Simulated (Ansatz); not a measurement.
# Fe (P6_3/mmc) in Ansatz: a series of runs, part 2 of 2

Ansatz 0.2.0.

## 3. Single point, PBE, collinear spin, ferromagnetic start

input.yaml reads:

```yaml
crystal:
  lattice:
    - [2.4341575853, 0.0, 0.0]
    - [-1.2170787927, 2.1080423057, 0.0]
    - [0.0, 0.0, 3.84193447]
  atoms:
    - { symbol: Fe, position: [0.6666666667, 0.3333333333, 0.75], spin: 3.0 }
    - { symbol: Fe, position: [0.3333333333, 0.6666666667, 0.25], spin: 3.0 }
kpoints:
  mp_grid: { grid: [12, 12, 7] }
scf:
  occupations: { method: gaussian, width: 0.011 }
hamiltonian:
  xc: pbe
  pseudopotentials: { kind: all_electron, lapw: { basis_error: 0.001 } }
magnetization:
  spin_polarized: true
output:
  forces: true
  stress: true
  eigenvalues: true
```

Potentials or basis: all-electron LAPW, scalar-relativistic.

Launch:

```sh
> ansatz run input.yaml --threads 2 --pin off --max-ram 6144MiB --backend cpu --events-out ev --progress --plain --runs-dir out
```

Log:

```text
Warning: RAYON_NUM_THREADS=2 ignored (pool sized by the plan → 2); use --threads N
LAPW: plane waves up to 9.431 Å⁻¹, error target 1.0e-3 eV per atom; small_component_spin mean_spin; Fe in spheres of 1.190 Å, 16 of its electrons in bands, Dirac shells [] (how accurate: hamiltonian.pseudopotentials.lapw.basis_error, Limitations)
Engine: ansatz 0.2.0, aarch64-unknown-linux-gnu
Pseudopotentials: kind: all_electron
Pseudopotential: Fe, LAPW, valence charge 16, lapw/all_electron/scalar/gaussian/Fe, Koelling and Harmon's equation, gaussian nucleus
Functional definition: PBE
  parameter kappa = 0.804
  parameter beta = 0.06672455060314922
  exchange = pbe_x(kappa = kappa, mu = beta*pi^2/3)
  correlation = pbe_c(beta = beta)
Crystal: 2 atoms, lattice volume = 19.714 Å³
Basis set: ecut = 338.87067983815933 eV, 287 PW (Γ), exchange–correlation at level 2
Bands: 23, of which v1, the nominal top of the filled ones, is band 16 counted from 1 (15 counted from 0)
Symmetry: 24 space group operations
Space group: P63/mmc (ITA 194), of the structure as read, at distance tolerance 2.7e-5 Å
Magnetic group: BNS 194.263 (UNI 1493), of the structure as read, at distance tolerance 2.7e-5 Å
k-points: 76 of 1008
Non-local potential: Fe, projectors of the file, none
[... 27 lines left out ...]
Per-site moments (μB) at R_I (Å): [(6.111266355190992e-7, 1.1900794090257003), (6.111266355190992e-7, 1.1900794090257003)]
Free energy (F): -69268.027166 eV
Harris-Foulkes:  -69268.027166 eV  (|F-HF|=2.91e-11)
Internal energy: -69268.026998 eV  (E = F + TS)
E sigma→0 (E₀):  -69268.027082 eV
Entropy (-TS):   -0.000168 eV (-0.084 meV/atom)
Fermi energy:    22.129066 eV
--- Per-component energies (eV) ---
  E_band       = -323.290248
  E_kinetic    = 70225.371794
  E_xc         = -3044.587600
  E_electrostatic = -136448.811192  (all electrons and nuclei)
  E_smearing   = -0.000168  (= −TS)
  E_closure    = 0.000000  (closes the sum)
  E_atoms      = -69250.009230  (free atoms, spherical and without spin; not in F)
  Σ components = -69268.027166   (vs F -69268.027166, Δ=0.00e0)
  Basis errors (estimates in eV, not in F): energy 2.1e-4 per atom: plane waves 2.0e-4 (1.0e-4 summed), levels above the bands 0.0e0, relativity 5.0e-9, radial functions 1.0e-5, core shells 1.5e-8; eigenvalues (radial functions only) 1.2e-6; not estimated: angular momenta, meshes, grids; target (lapw.basis_error) 1.0e-3; muffin-tin radii Fe 1.190 Å
--- Forces (eV/Å), atoms counted from 1 ---
  atom   1  Fe    -0.00000000     0.00000000     0.00000000
  atom   2  Fe     0.00000000     0.00000000     0.00000000
  max |Σ_I F_I| component: 0.00e0 eV/Å
--- Stress (GPa, compression-positive) ---
        9.617067       0.000000       0.000000
        0.000000       9.617067      -0.000000
        0.000000      -0.000000      12.034134
  P = ⅓ Tr σ = 10.4228 GPa (104.228 kbar)
--- Band table (eV; the first three rows and the last of 152) ---
  k-point 0 ↑: bands = ["-65.2020", "-65.0460", "-31.5852", "-30.9740", "-30.9740", "-30.8647", "-30.8647", "-30.8482", "12.8702", "16.8955", "20.3443", "20.3443", "20.4980", "20.8434", "20.8434", "21.1964", "21.1964", "22.5602", "22.8542", "22.8542", "31.1951", "43.6050", "47.2788"]
  k-point 1 ↑: bands = ["-65.1944", "-65.0538", "-31.5496", "-30.9686", "-30.9686", "-30.8857", "-30.8702", "-30.8702", "13.1057", "16.8662", "20.2524", "20.2524", "20.4105", "20.7492", "20.7492", "21.4017", "21.4017", "21.8703", "22.8514", "22.8514", "32.2861", "43.4484", "46.7586"]
  k-point 2 ↑: bands = ["-65.1729", "-65.0756", "-31.4495", "-30.9901", "-30.9535", "-30.9535", "-30.8854", "-30.8854", "13.7840", "16.6378", "20.1483", "20.1483", "20.1860", "20.5303", "20.5303", "20.6520", "21.8213", "21.8213", "22.7916", "22.7916", "34.8157", "42.9289", "45.4505"]
  k-point 75 ↓: bands = ["-65.0351", "-65.0351", "-31.4139", "-31.4139", "-31.2696", "-31.2169", "-30.9737", "-30.9737", "18.4756", "18.5617", "18.5617", "18.6723", "19.7462", "19.7462", "21.2472", "21.5337", "22.8786", "22.8786", "29.2300", "29.2300", "30.3767", "31.7524", "33.9977"]
```

Wall time 22 s (2 threads of Arm Neoverse V2, shared host); peak memory 0.5 GiB.

What came out:

- Free energy: -69268.0272 eV
- Pressure: 10.4 GPa
- Band gap on the k mesh: none (metal or under the smearing width)
- Net moment: 0.00 μB per cell
- Absolute moment: 0.00 μB per cell

Stress tensor (GPa, compression positive):
```
 9.62  0.00  0.00
 0.00  9.62  0.00
 0.00  0.00 12.03
```

Caveat: the starting moments collapsed, and a magnetic state may lie lower; the starting moments weren't kept.

## 4. Single point, PBE, collinear spin, ferromagnetic start

input.yaml: that of step 3 with these lines changed.

```diff
@@ -11,3 +11,3 @@
 scf:
-  occupations: { method: gaussian, width: 0.011 }
+  occupations: { method: gaussian, width: 0.1 }
 hamiltonian:
```

Launch:

```sh
> ansatz run input.yaml --threads 2 --pin off --max-ram 6144MiB --backend cpu --events-out ev --progress --plain --runs-dir out
```

Wall time 20 s (2 threads of Arm Neoverse V2, shared host); peak memory 0.51 GiB.

The run converged. Its results:

| Quantity | Value |
| --- | --- |
| Free energy | -69268.0339 eV |
| Pressure | 10.5 GPa |
| Band gap on the k mesh | none (metal or under the smearing width) |
| Net moment | 0.00 μB per cell |
| Absolute moment | 0.00 μB per cell |

Stress tensor (GPa, compression positive):
```
 9.77  0.00  0.00
 0.00  9.77  0.00
 0.00  0.00 11.93
```

Levels at points of the mesh, in eV from the Fermi level:
Spin up:
| k point | band 13 | band 14 | band 15 | band 16 | band 17 | band 18 | band 19 | band 20 |
| --- | --- | --- | --- | --- | --- | --- | --- | --- |
| (0.00, 0.00, 0.00) | -1.62 | -1.27 | -1.27 | -0.92 | -0.92 | 0.44 | 0.74 | 0.74 |
| (0.00, -0.50, 0.00) | -2.10 | -1.63 | -1.14 | 0.84 | 1.09 | 1.13 | 2.76 | 4.96 |
Spin down:
| k point | band 14 | band 15 | band 16 | band 17 | band 18 | band 19 |
| --- | --- | --- | --- | --- | --- | --- |
| (0.00, 0.00, 0.00) | -1.27 | -1.27 | -0.92 | -0.92 | 0.44 | 0.74 |
| (0.00, -0.50, 0.00) | -1.63 | -1.14 | 0.84 | 1.09 | 1.13 | 2.76 |

Caveat: the starting moments collapsed, and a magnetic state may lie lower; the starting moments weren't kept.

## 5. Relaxation of cell and atoms, RPBE+D4, collinear spin, ferromagnetic start

input.yaml: that of step 4 with these lines changed.

```diff
@@ -11,5 +11,6 @@
 scf:
-  occupations: { method: gaussian, width: 0.1 }
+  occupations: { method: fermi_dirac, width: 0.05 }
 hamiltonian:
-  xc: pbe
+  xc: rpbe
+  dispersion: d4
   pseudopotentials: { kind: all_electron, lapw: { basis_error: 0.001 } }
@@ -20,2 +21,5 @@
   stress: true
-  eigenvalues: true
+relax:
+  f_tol: 0.02
+  max_steps: 60
+  cell: {}
```

Launch:

```sh
> ansatz run input.yaml --threads 2 --pin off --max-ram 6144MiB --backend cpu --events-out ev --progress --plain --runs-dir out
```

Run time: 54 s. Hardware: 2 threads of Arm Neoverse V2, shared host; peak memory 0.53 GiB.

It converged, with:

```
Free energy                            : -69278.9860 eV
Relaxed volume                         : 10.00 Å³/atom
Relaxed cell                           : a = 2.442 Å, b = 2.442 Å, c = 3.871 Å, α = 90.00°, β = 90.00°, γ = 120.00°
Space group after relaxing (to 0.05 Å) : P6_3/mmc (No. 194)
Energy gained by relaxing              : 2.1 meV/atom
Ionic steps                            : 5
Pressure after relaxing                : 0.0 GPa
Net moment                             : 0.00 μB per cell
Absolute moment                        : 0.00 μB per cell
```

Step by step:
| step | energy change (eV) | largest force (eV/Å) | volume (Å³) |
| --- | --- | --- | --- |
| 1 | 0.0000 | 0.0000 | 19.71 |
| 2 | -0.0033 | 0.0000 | 19.86 |
| 3 | -0.0043 | 0.0000 | 19.99 |
| 4 | -0.0043 | 0.0000 | 20.00 |
| 5 | -0.0043 | 0.0000 | 20.00 |

Final structure:
```
CELL_PARAMETERS angstrom
2.44215 0.00000 0.00000
-1.22107 2.11496 0.00000
0.00000 0.00000 3.87128
ATOMIC_POSITIONS crystal
Fe 0.66667 0.33333 0.75000
Fe 0.33333 0.66667 0.25000
```

Caveat: the starting moments collapsed, and a magnetic state may lie lower; the starting moments weren't kept.

## 6. Relaxation of cell and atoms, PBE+D4, collinear spin, ferromagnetic start

input.yaml: that of step 5 with these lines changed.

```diff
@@ -13,3 +13,3 @@
 hamiltonian:
-  xc: rpbe
+  xc: pbe
   dispersion: d4
@@ -22,3 +22,3 @@
 relax:
-  f_tol: 0.02
+  f_tol: 0.005
   max_steps: 60
```

Potentials or basis: all-electron LAPW, scalar-relativistic.

Launch:

```sh
> ansatz run input.yaml --threads 2 --pin off --max-ram 6144MiB --backend cpu --events-out ev --progress --plain --runs-dir out
```

Log:

```text
Warning: RAYON_NUM_THREADS=2 ignored (pool sized by the plan → 2); use --threads N
[... 1 set-up line as earlier in the session ...]
LAPW: plane waves up to 9.766 Å⁻¹, error target 1.0e-3 eV per atom; small_component_spin mean_spin; Fe in spheres of 1.154 Å, 16 of its electrons in bands, Dirac shells [] (how accurate: hamiltonian.pseudopotentials.lapw.basis_error, Limitations)
[... 8 set-up lines as earlier in the session ...]
Crystal: 2 atoms, lattice volume = 19.714 Å³
Basis set: ecut = 363.35623480230737 eV, 311 PW (Γ), exchange–correlation at level 2
Bands: 23, of which v1, the nominal top of the filled ones, is band 16 counted from 1 (15 counted from 0)
[... 2 set-up lines as earlier in the session ...]
Magnetic group: BNS 194.263 (UNI 1493), of the structure as read, at distance tolerance 2.7e-5 Å
k-points: 76 of 1008
[... 89 lines left out ...]
  E_disp       = -0.796565  (pairwise vdW)
  E_smearing   = -0.019865  (= −TS)
  E_closure    = 0.000000  (closes the sum)
  E_atoms      = -69250.009230  (free atoms, spherical and without spin; not in F)
  Σ components = -69268.848751   (vs F -69268.848751, Δ=0.00e0)
  Basis errors (estimates in eV, not in F): energy 2.2e-4 per atom: plane waves 2.1e-4 (1.1e-4 summed), levels above the bands 7.4e-104, relativity 7.3e-9, radial functions 6.4e-6, core shells 3.4e-8; eigenvalues (radial functions only) 4.3e-7; not estimated: angular momenta, meshes, grids; target (lapw.basis_error) 1.0e-3; muffin-tin radii Fe 1.160 Å
--- Forces (eV/Å), atoms counted from 1 ---
  atom   1  Fe     0.00000000     0.00000000     0.00000000
  atom   2  Fe    -0.00000000    -0.00000000     0.00000000
  max |Σ_I F_I| component: 0.00e0 eV/Å
--- Stress (GPa, compression-positive) ---
       -0.002757       0.000000       0.000000
       -0.000000      -0.002757       0.000000
        0.000000       0.000000       0.004129
  P = ⅓ Tr σ = -0.0005 GPa (-0.005 kbar)
--- Relaxed structure (4 steps of the walk, 4 accepted, 1 SCFs on fresh bases) ---
  F+E_penalty+E_count = -69268.84875069 eV   max|allowed force component| = 2.776e-17 eV/Å   (the final SCF, on the basis selected at the relaxed cell)
  cell:  # Å, volume = 19.9926 Å³
    - [2.442345985443515, 2.8964645546538234e-11, 1.3015407929470644e-34]
    - [-1.2211729927468415, 2.1151336682105404, -6.507703964868996e-35]
    - [1.3695181354770172e-34, 0.0, 3.8701128296383507]
  atoms:
    - { symbol: Fe, position: [0.6666666666666665, 0.3333333333333333, 0.75] }
    - { symbol: Fe, position: [0.3333333333333332, 0.6666666666666666, 0.25] }
```

Wall time 55 s (2 threads of Arm Neoverse V2, shared host); peak memory 0.54 GiB.

What came out:

```
Free energy                            : -69268.8488 eV
Relaxed volume                         : 10.00 Å³/atom
Relaxed cell                           : a = 2.442 Å, b = 2.442 Å, c = 3.870 Å, α = 90.00°, β = 90.00°, γ = 120.00°
Space group after relaxing (to 0.05 Å) : P6_3/mmc (No. 194)
Energy gained by relaxing              : 2.1 meV/atom
Ionic steps                            : 5
Pressure after relaxing                : 0.0 GPa
Net moment                             : 0.00 μB per cell
Absolute moment                        : 0.00 μB per cell
```

Step by step:
| step | energy change (eV) | largest force (eV/Å) | volume (Å³) |
| --- | --- | --- | --- |
| 1 | 0.0000 | 0.0000 | 19.71 |
| 2 | -0.0033 | 0.0000 | 19.87 |
| 3 | -0.0042 | 0.0000 | 19.99 |
| 4 | -0.0042 | 0.0000 | 19.99 |
| 5 | -0.0042 | 0.0000 | 19.99 |

Final structure:
```cif
data_structure
_symmetry_space_group_name_H-M 'P 1'
_symmetry_Int_Tables_number 1
_cell_length_a 2.4423
_cell_length_b 2.4423
_cell_length_c 3.8701
_cell_angle_alpha 90.000
_cell_angle_beta 90.000
_cell_angle_gamma 120.000
_cell_volume 19.99
loop_
_atom_site_label
_atom_site_type_symbol
_atom_site_fract_x
_atom_site_fract_y
_atom_site_fract_z
_atom_site_occupancy
Fe1 Fe 0.66667 0.33333 0.75000 1
Fe2 Fe 0.33333 0.66667 0.25000 1
```

Caveat: the starting moments collapsed, and a magnetic state may lie lower; the starting moments weren't kept.
